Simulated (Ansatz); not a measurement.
**HfSi3O8: one candidate of a structure search**

The task: take a trial cell of HfSi3O8 to zero force and stress, then test the end with a random kick.

Computed with Ansatz 0.2.0 (DFT PBE, scalar-relativistic, plane waves, PAW, unless a step's input says otherwise).

### 1 Starting point

The structure is tetragonal, space group P-4m2 (No. 115). Conventional cell: a = 4.601 Å, b = 4.601 Å, c = 6.507 Å, α = 90.00°, β = 90.00°, γ = 90.00°. Hf (site symmetry -4m2) is surrounded by 4 O at 1.41 Å. Si (site symmetry 2mm) has 4 O at 1.41 Å as nearest neighbours. Si (site symmetry -4m2) has 4 O at 1.41 Å as nearest neighbours. Around O (site symmetry m) lie 1 Hf at 1.41 Å and 1 Si at 1.41 Å. O (site symmetry m) is surrounded by 2 Si at 1.41 Å.

As a file:

```cif
data_structure
_symmetry_space_group_name_H-M 'P-4m2'
_symmetry_Int_Tables_number 115
_cell_length_a 4.6009
_cell_length_b 4.6009
_cell_length_c 6.5066
_cell_angle_alpha 90.000
_cell_angle_beta 90.000
_cell_angle_gamma 90.000
_cell_volume 137.73
loop_
_atom_site_label
_atom_site_type_symbol
_atom_site_symmetry_multiplicity
_atom_site_Wyckoff_symbol
_atom_site_fract_x
_atom_site_fract_y
_atom_site_fract_z
_atom_site_occupancy
Hf1 Hf 1 d 0.00000 0.00000 0.50000 1
Si1 Si 2 g 0.50000 0.00000 0.75000 1
Si2 Si 1 b 0.50000 0.50000 0.00000 1
O1 O 4 j 0.75000 0.00000 0.62500 1
O2 O 4 k 0.25000 0.50000 0.12500 1
```

The start is an ordering of an alloy on its end members' structure types: elements ordered on the sites of the SiO2 type, Hf/Si on Si (P-4m2, No. 115).

### 2 A first look at the guess

input.yaml reads:

```yaml
crystal:
  lattice:
    - [4.60085867, 0.0, 0.0]
    - [0.0, 4.60085867, 0.0]
    - [0.0, 0.0, 6.50659673]
  atoms:
    - { symbol: Hf, position: [0.0, 0.0, 0.5] }
    - { symbol: Si, position: [0.5, 0.0, 0.75] }
    - { symbol: Si, position: [0.0, 0.5, 0.25] }
    - { symbol: Si, position: [0.5, 0.5, 0.0] }
    - { symbol: O, position: [0.75, 0.0, 0.625] }
    - { symbol: O, position: [0.25, 0.5, 0.125] }
    - { symbol: O, position: [0.25, 0.0, 0.625] }
    - { symbol: O, position: [0.75, 0.5, 0.125] }
    - { symbol: O, position: [0.0, 0.25, 0.375] }
    - { symbol: O, position: [0.5, 0.75, 0.875] }
    - { symbol: O, position: [0.0, 0.75, 0.375] }
    - { symbol: O, position: [0.5, 0.25, 0.875] }
basis:
  ecutwfc: 420
kpoints:
  mp_grid: { grid: [4, 4, 4] }
hamiltonian:
  xc: pbe
scf:
  occupations: { method: gaussian, width: 0.1 }
  lower_state_search: "off"
output:
  forces: true
  stress: true
  eigenvalues: true
```

Launch:

```console
ansatz run input.yaml --threads 1 --pin off --max-ram 2560MiB --backend cpu --events-out ev --progress --plain --runs-dir out
```

The session goes on with these runs: a loose first relaxation; relaxation on the finer mesh; kick test: the unmoved cell on a coarse mesh; kicked and relaxed without symmetry; the kicked end on a coarse mesh; relaxation on the finer mesh (after the kick).

**Question.** What will these runs give? Wanted: conventional cell; volume; energy over the elements; gap on the mesh; after the kick; energy gained by the kick.

As calculated:

```
                                                              quantity                                                                      value
                          symmetry at the first end (tolerance 0.02 Å)                                                space group P-4m2 (No. 115)
                                                     conventional cell  a = 5.501 Å, b = 5.501 Å, c = 7.986 Å, α = 90.00°, β = 90.00°, γ = 90.00°
                                                                volume                                                              20.14 Å³/atom
energy over the elements (uncorrected; H, N, O, F and Cl as molecules)                                                              -2.87 eV/atom
                                                       gap on the mesh                                                                    4.66 eV
                                                        after the kick             space group C2 (No. 5), 18.27 Å³/atom, gap on the mesh 5.11 eV
                                             energy gained by the kick                                                                13 meV/atom
```

In words: The space group P-4m2 (No. 115) is kept, and the volume per atom grows by 75.5 % from the first guess. It lies below the elements, which doesn't yet make it stable: competing phases were not computed in this session. The first end is not the local ground state: the kicked cell settles 13 meV/atom lower. These runs have no spin-orbit coupling; with Hf it would split and shift bands. Where forces pass 15 eV/Å atoms stand far too close, the PAW spheres overlap strongly and those numbers are rough.
